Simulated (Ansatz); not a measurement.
Zincblende BN: a relaxation of cell and atoms in Ansatz 0.2.0 (PBE). It starts from a guessed cell.

```yaml
crystal:
  lattice:
    - [0.0, 1.685862786, 1.685862786]
    - [1.685862786, 0.0, 1.685862786]
    - [1.685862786, 1.685862786, 0.0]
  atoms:
    - { symbol: B, position: [0.0, 0.0, 0.0] }
    - { symbol: "N", position: [0.25, 0.25, 0.25] }
kpoints:
  mp_grid: { grid: [12, 12, 12] }
hamiltonian:
  xc: pbe
scf:
  occupations: { method: fermi_dirac, width: 0.02 }
relax:
  f_tol: 0.005
  cell: {}
```

Some lines of the output have been replaced by numbered gaps.
```
Pseudopotential: B, paw, valence charge 3, recommended cutoff 420 eV (normal)
Pseudopotential: N, paw, valence charge 5, recommended cutoff 420 eV (normal)
Functional definition: PBE
Crystal: 2 atoms, lattice volume = 9.583 Å³
[1]
Bands: 8, of which v1, the nominal top of the filled ones, is band 4 counted from 1 (3 counted from 0)
Symmetry: 24 space group operations
Space group: F-43m (ITA 216)
[2]
relax step 1: F+E_penalty+E_count = -541.54296537 eV  P = +119.598 GPa  Ω = 9.583 Å³
--- Relaxed structure (7 steps of the walk, 7 accepted, 2 SCFs on fresh bases) ---
[3]
```

**Question.** What stood in the gaps? They hold the relaxed structure, cutoff and plane waves at Γ, the count of irreducible k points.

**Answer.**
```
[1]
Basis set: ecut = 420 eV, 169 PW (Γ)
[2]
k-points: 72 of 1728 (time reversal used)
[3]
  F+E_penalty+E_count = -542.27569670 eV
  cell:  # Å, volume = 11.9040 Å³
    - [0.000000, 1.812264, 1.812264]
    - [1.812264, 0.000000, 1.812264]
    - [1.812264, 1.812264, 0.000000]
  atoms:
    - { symbol: B, position: [0.000000, 0.000000, 0.000000] }
    - { symbol: N, position: [0.250000, 0.250000, 0.250000] }
```
The trailing digits, and the zero of the energies, depend on the potentials and thresholds.

Command: `ansatz run input.yaml --threads 2 --pin off --max-ram 2211MiB --backend cpu --events-out ev --progress --plain --runs-dir out`. It took 4.2 s on 2 threads of Arm Neoverse V1 (shared host); peak host memory 0.22 GiB.

Spin-unpolarised throughout; all numbers are computed.
